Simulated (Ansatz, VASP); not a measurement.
## One calculation of ZrC, two programs

INCAR

```
SYSTEM = ZrC
ALGO = Normal
EDIFF = 1E-7
ENCUT = 520
GGA = PE
ISIF = 2
ISMEAR = -1
LASPH = .TRUE.
LCHARG = .FALSE.
LREAL = .FALSE.
LWAVE = .FALSE.
NBANDS = 15
NELM = 80
PREC = Accurate
SIGMA = 0.05
```

Contents of KPOINTS:

```
k-points
0
G
  10 10 10
  0 0 0
```

POSCAR

```
ZrC
1.0
    0.0000000000      2.3650000000      2.3650000000
    2.3650000000      0.0000000000      2.3650000000
    2.3650000000      2.3650000000      0.0000000000
Zr C
1 1
Direct
    0.4901410000      0.4959120000      0.5064160000
   -0.0109390000     -0.0047220000      0.0215780000
```

File input.yaml:

```yaml
crystal:
  lattice:
    - [0.0, 2.365, 2.365]
    - [2.365, 0.0, 2.365]
    - [2.365, 2.365, 0.0]
  atoms:
    - { symbol: Zr, position: [0.490141, 0.495912, 0.506416] }
    - { symbol: C, position: [-0.010939, -0.004722, 0.021578] }
hamiltonian:
  xc: pbe
  pseudopotentials: { kind: paw }
kpoints:
  mp_grid: { grid: [10, 10, 10] }
scf:
  occupations: { method: fermi_dirac, width: 0.05 }
output:
  forces: true
  stress: true
  eigenvalues: true
```

Change from the starting cell: atoms moved at random, drawn with an rms of 0.05 Å.

Alike in both runs: task single point; functional PBE; k mesh 10 × 10 × 10; occupations fermi-dirac, width 0.05 eV; no spin polarisation.

```csv
,VASP,Ansatz
version,VASP 6.6.1,Ansatz 0.2.0
potentials or method,"VASP PAW PBE potentials, release 64 (Zr_sv, C)",Ansatz PAW
plane-wave cutoff (eV),520,420
valence electrons in the cell,16,16
```

Ansatz gave:

- gap on the k mesh at the Fermi level (eV): none
- pressure (GPa): -2.7
- largest component of the traceless stress (GPa): 0.17
- rms of the force components (eV/Å): 0.178

What did VASP give for the same quantities?

gap on the k mesh at the Fermi level (eV): none; pressure (GPa): -2.5; largest component of the traceless stress (GPa): 0.17; rms of the force components (eV/Å): 0.178.

Atom by atom the forces differ by 0.001 eV/Å (rms over components). A gap of «none» marks a metal or a gap that the smearing closes.
